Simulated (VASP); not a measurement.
Wanted: the native input for a VASP 6.6.1 run.

| Quantity | Value |
| --- | --- |
| Task | relaxation of cell and atoms |
| Functional | PBE |
| Potentials or basis | VASP PAW PBE potentials, release 64 (Mg, Te) |
| Cutoff | 600 eV |
| k mesh | 8 × 8 × 8 |
| Occupations | gaussian, width 0.03 eV |
| Spin | no spin polarisation |
| Further INCAR settings | ALGO = Normal; EDIFF = 1e-06; IBRION = 2; EDIFFG = -0.01; NSW = 90; ISIF = 3 |

The structure of MgTe lies in POSCAR:

```
MgTe
1.0
    0.0000000000      3.2319988200      3.2319988200
    3.2319988200      0.0000000000      3.2319988200
    3.2319988200      3.2319988200      0.0000000000
Mg Te
1 1
Direct
    0.0000000000      0.0000000000      0.0000000000
    0.2500000000      0.2500000000      0.2500000000
```

The cell was built by a generator and needn't be a form met in nature.

One way to write it, as run:

INCAR

```
ALGO = Normal
EDIFF = 1E-6
EDIFFG = -0.01
ENCUT = 600
GGA = PE
IBRION = 2
ISIF = 3
ISMEAR = 0
LASPH = True
LCHARG = False
LREAL = False
LWAVE = False
NELM = 80
NSW = 90
PREC = Accurate
SIGMA = 0.03
```

KPOINTS

```
k-points
0
Gamma
  8 8 8
```

Potentials or basis: VASP PAW PBE potentials, release 64 (Mg, Te).

Run with:

```bash
$ cat potpaw_PBE.64/Mg/POTCAR potpaw_PBE.64/Te/POTCAR > POTCAR
$ mpirun -np 1 vasp_std > vasp.out
```

It gave:

The relaxed volume is 34.46 Å³/atom and the relaxed cell is a = 4.602 Å, b = 4.602 Å, c = 4.602 Å, α = 60.00°, β = 60.00°, γ = 60.00°. The space group after relaxing (to 0.05 Å) is F-43m (No. 216) and the energy gained by relaxing is 1.5 meV/atom. The ionic steps are 3 and the pressure after relaxing is 0.0 GPa. The band gap on the k mesh is 2.32 eV, direct.

Caveat: spin-orbit coupling is left out, which moves the levels of the heavy elements.

Wall time 66 s on 1 thread of AMD EPYC 7R43 64-Core Processor (Zen 3), on a shared host, peak memory 0.21 GiB.
